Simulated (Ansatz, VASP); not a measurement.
## Two plane-wave programs on InAs

```xyz
2
Lattice="0.0000 3.0180 3.0180 3.0180 0.0000 3.0180 3.0180 3.0180 0.0000" Properties=species:S:1:pos:R:3 pbc="T T T"
In    0.0000    0.0000    0.0000
As    4.5270    4.5270    4.5270
```

Alike in both runs: task band structure; functional r2SCAN0; k mesh 4 × 4 × 4; occupations fermi-dirac, width 0.05 eV; no spin polarisation.

|  | VASP | Ansatz |
| --- | --- | --- |
| version | VASP 6.6.1 | Ansatz 0.2.0 |
| potentials or method | VASP PAW PBE potentials, release 64 (In_d, As) | Ansatz PAW |
| plane-wave cutoff (eV) | 520 | 500 |
| valence electrons in the cell | 18 | 28 |

|  | VASP | Ansatz | Ansatz less VASP |
| --- | --- | --- | --- |
| gap on the k mesh at the Fermi level (eV) | 1.52 | 1.49 | -0.025 |
| least direct gap on the mesh (eV) | 1.52 | 1.49 | -0.025 |
| gap along the band path (eV) | 1.52 | 1.49 | -0.025 |
| pressure (GPa) | 0.7 | 1.1 | +0.40 |

The functional is the same, so the differences come from potentials, cutoffs and numerics. The two sets of potentials don't hold the same shells in valence.

Caveats: the k mesh is coarse (spacing up to 0.45 Å⁻¹), so the values aren't converged, least of all with exact exchange; spin-orbit coupling is left out, which moves the levels of the heavy elements; the PAW data sets were made with another functional, which shifts forces and pressure a little (VASP); the PAW data sets come from PBE, with cores solved anew for the run's functional, which leaves a small shift of forces and pressure (Ansatz); the thresholds are loose for stress (Ansatz).
